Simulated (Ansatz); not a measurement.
**GaP under compression and expansion**

```
Ga P
1.0
     0.00000    2.58047    2.58047
     2.58047    0.00000    2.58047
     2.58047    2.58047    0.00000
Ga P
1 1
Direct
  0.00000 0.00000 0.00000
  0.50000 0.50000 0.50000
```

The structure comes from a relaxation in the same program, started in the rocksalt type, and has space group Fm-3m. Whether it is a known phase or the ground state wasn't checked.

All numbers are computed: DFT, PBE, all-electron LAPW, scalar-relativistic (Ansatz 0.2.0); DFT, PBE, PAW with Ansatz's default frozen-core files, scalar-relativistic (Ansatz 0.2.0).

For LAPW: a Γ-centred 12×12×12 k mesh, Fermi–Dirac smearing of 0.05 eV, basis error target 1 meV/atom, no spin polarisation. PAW takes a cutoff of 420 eV at this cell. The Ansatz runs share mesh, smearing and spin set-up. Plane-wave (PAW) pressures include the program's estimate of the Pulay term.

The cell above is scaled evenly, with fractional coordinates and shape held.

| V/V(cell) | V (Å³/atom) | P, LAPW (GPa) | P, PAW (GPa) | free energy over the lowest listed, PAW (meV/atom) |
| --- | --- | --- | --- | --- |
| 0.9500 | 16.324 | 5.05 | 5.03 | 12.8 |
| 0.9750 | 16.753 | ? | ? | ? |
| 1.0000 | 17.183 | 0.02 | 0.00 | 0.0 |
| 1.0250 | 17.612 | -2.01 | -2.03 | 2.8 |
| 1.0500 | 18.042 | -3.77 | -3.79 | 10.6 |

(1) Fill in the row V/V(cell) = 0.9750.

(2) What do Birch–Murnaghan fits to the pressures give?

## Answers

(1) P, LAPW (GPa) = 2.36, P, PAW (GPa) = 2.34, free energy over the lowest listed, PAW (meV/atom) = 3.1.

(2) LAPW: V0 = 17.19 Å³/atom, B0 = 87 GPa, B0′ = 4.7; PAW: V0 = 17.18 Å³/atom, B0 = 87 GPa, B0′ = 4.7.
